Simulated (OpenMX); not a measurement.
## BaTiO3 (Barioperovskite) under changes of volume

One of the cells (12.867 Å³/atom); the others are scaled copies at fixed shape and fractional positions:

```
Ba Ti O
1.0
     3.98550    0.00000    0.00000
     0.00000    2.83690    2.84515
     0.00000   -2.83690    2.84515
Ba Ti O
1 1 3
Cartesian
  0.0000 0.0000 0.0000
  1.9928 0.0000 2.9157
  1.9928 1.3804 4.2594
  1.9928 -1.3804 4.2594
  0.0000 0.0000 2.7735
```

| Item | Value |
| --- | --- |
| Program | OpenMX 3.8.5 |
| Functional | LDA |
| Potentials or basis | OpenMX 2013 LDA set, Ba10.0-s3p2d2, Ti7.0-s3p2d2, O6.0-s2p2d1, fixed grid of 48 × 48 × 48 points |
| k mesh | 7 × 7 × 7 |
| Occupations | fermi-dirac, width 0.05 eV |
| Spin | no spin polarisation |

| volume (Å³/atom) | energy over the lowest point (meV/atom) | gap on the mesh (eV) | largest force (eV/Å) |
| --- | --- | --- | --- |
| 12.095 | 4.50 | 1.63 | 0.274 |
| 12.353 | 0.00 | 1.59 | 0.301 |
| 12.610 | 2.11 | 1.55 | 0.412 |
| 12.867 | 10.11 | 1.51 | 0.521 |
| 13.125 | ? | ? | ? |
| 13.382 | 41.13 | 1.43 | 0.705 |
| 13.639 | 62.95 | 1.39 | 0.791 |

Q: What does the run at 13.125 Å³/atom give?

A: Energy over the lowest point 23.34 meV/atom; gap on the mesh 1.46 eV; largest force 0.614 eV/Å.

Worked out: A Birch-Murnaghan fit of order 3 (a polynomial in V^(-2/3)) to the other rows has its minimum at 12.39 Å³/atom with B0 = V·E''(V) = 195 GPa and B' = 4.9 at fixed shape and positions, which overstates the stiffness. It gives 23.35 meV/atom at 13.125 Å³/atom, against the run's 23.34. A straight line through the other rows of the gap, of slope -2 eV per unit of ln V, gives 1.47 eV, against the run's 1.46.

Energies are extrapolated to zero smearing.

Caveats: spin-orbit coupling is left out, which moves the levels of the heavy elements; an odd mesh through Γ misses points on the zone boundary, where band edges often lie; the basis of atomic orbitals isn't converged, which shifts pressures, moduli and gaps.
